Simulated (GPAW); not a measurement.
Wanted: an ASE script for a GPAW 26.7.0 run.

- Task: relaxation of cell and atoms
- Functional: PBEsol
- Dispersion: D4
- Potentials or basis: PAW data sets generated in the run's folder for this functional
- Cutoff: 800 eV
- Basis: pw
- k mesh: 10 × 10 × 10
- Occupations: fermi-dirac, width 0.05 eV
- Spin: no spin polarisation
- Maxiter: 150
- Optimizer: BFGS
- Fmax: 0.02 eV/Å
- Max steps: 60
- Convergence: density=1e-05 forces=0.0001

AlN:

```
CELL_PARAMETERS angstrom
0.00000 2.18399 2.18399
2.18399 0.00000 2.18399
2.18399 2.18399 0.00000
ATOMIC_POSITIONS crystal
Al 0.00000 0.00000 0.00000
N 0.25000 0.25000 0.25000
```

Measurements of this composition are mostly on another form, of space group No. 186.

One way to write it, as run:

run.py

```python
from ase import Atoms
from ase.calculators.mixing import SumCalculator
from ase.filters import FrechetCellFilter
from ase.io import write
from ase.optimize import BFGS
from dftd4.ase import DFTD4
from gpaw import GPAW, PW, setup_paths

setup_paths.insert(0, '.')

atoms = Atoms(['Al', 'N'],
              cell=[[0.0, 2.1839935596, 2.1839935596],
                    [2.1839935596, 0.0, 2.1839935596],
                    [2.1839935596, 2.1839935596, 0.0]],
              scaled_positions=[[0.0, 0.0, 0.0],
                                [0.25, 0.25, 0.25]],
              pbc=True)

calc = GPAW(mode=PW(800),
            xc='PBEsol',
            kpts={'size': (10, 10, 10), 'gamma': True},
            occupations={'name': 'fermi-dirac', 'width': 0.05},
            nbands=11,
            convergence={'density': 1e-05, 'forces': 0.0001},
            maxiter=150,
            txt='gpaw.txt')
atoms.calc = SumCalculator([calc, DFTD4(method='pbesol')])
opt = BFGS(FrechetCellFilter(atoms), trajectory='relax.traj', logfile='-')
done = opt.run(fmax=0.02, steps=60)
calc.write('gs.gpw')
write('result.traj', atoms)
print('Converged:', done)
print('Cell:', atoms.cell.cellpar().round(4))
print('Volume:', round(atoms.get_volume(), 4))
print(atoms.get_scaled_positions().round(5))
```

Potentials or basis: PAW data sets generated in the run's folder for this functional, pw.

Run with:

```console
$ gpaw-setup -f PBEsol Al N
$ OMP_NUM_THREADS=1 python run.py
```

Results of the run:

* Relaxed volume: 10.41 Å³/atom
* Relaxed cell: a = 3.088 Å, b = 3.088 Å, c = 3.088 Å, α = 60.00°, β = 60.00°, γ = 60.00°
* Space group after relaxing (to 0.05 Å): F-43m (No. 216)
* Energy gained by relaxing: 0.0 meV/atom
* Ionic steps: 2
* Pressure after relaxing: -0.3 GPa
* Band gap on the k mesh: 3.18 eV, indirect (least direct gap 4.15 eV)
* Dispersion energy per atom: -0.174 eV

Caveat: later steps reuse the first step's grids.

Wall time 44 s on 1 thread of Arm Neoverse V2, with other jobs on the host, peak memory 0.21 GiB.
